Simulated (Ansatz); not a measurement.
Computed with DFT PBE, scalar-relativistic, plane waves, PAW (Ansatz). Settings: cutoff 420 eV, Γ-centred meshes spaced at most about 0.3 Å⁻¹, and about 0.25 Å⁻¹ or finer for metals (2π included), Gaussian smearing. No spin polarisation.

Temperature and zero-point effects are left out.

Question: Order these relaxed structures of Si6C by energy, lowest first, with the energy over the lowest of them.
1.

Space group Fm-3m (No. 225). a = 7.345 Å, b = 7.345 Å, c = 7.345 Å, α = 90.00°, β = 90.00°, γ = 90.00°
```csv
atom,site,symmetry,x,y,z
Si,24d,m.mm,0.2500,0.7500,0.0000
C,4a,m-3m,0.0000,0.0000,0.0000
```

2.

Space group I4_1/amd:1 (No. 141). a = 3.635 Å, b = 3.635 Å, c = 36.457 Å, α = 90.00°, β = 90.00°, γ = 90.00°
```csv
atom,site,symmetry,x,y,z
Si,8e,2mm.,0.0000,0.5000,0.3946
Si,8e,2mm.,0.0000,0.0000,0.4335
Si,8e,2mm.,0.5000,0.0000,0.4729
C,4a,-4m2,0.0000,0.0000,0.0000
```

3.

Space group R-3:H (No. 148). a = 9.600 Å, b = 9.600 Å, c = 8.914 Å, α = 90.00°, β = 90.00°, γ = 120.00°
| atom | site | symmetry | x | y | z |
| --- | --- | --- | --- | --- | --- |
| Si | 18f | 1 | 0.2081 | 0.1662 | 0.1790 |
| Si | 18f | 1 | 0.0577 | 0.2385 | 0.5592 |
| C | 6c | 3. | 0.0000 | 0.0000 | 0.9109 |

Answer: 3 (0 meV/atom), 2 (31 meV/atom), 1 (822 meV/atom). Counting Si atoms around C (those within 1.25 times the shortest such distance or 1.15 times the sum of covalent radii, 1.27 where that leaves under three; the shortest distance is added where it exceeds 1.18 times the sum of covalent radii): cell 3 has C 3; cell 2 has C 4; cell 1 has C 12 from 2.6 Å. Cell 3 holds Si–Si bonds in all directions (shortest 2.32 Å) and C–C pairs (shortest 1.59 Å); cell 2 holds Si–Si nets (shortest 2.31 Å) (bonds between like non-metal atoms; other contacts aren't counted). All come from invented guesses. Even the lowest of the cells shown lies +0.20 eV/atom against the elements.

Cells relaxed within their symmetry can be saddle points. Some types were kept out of the candidates beforehand, so the set may lack a known form.
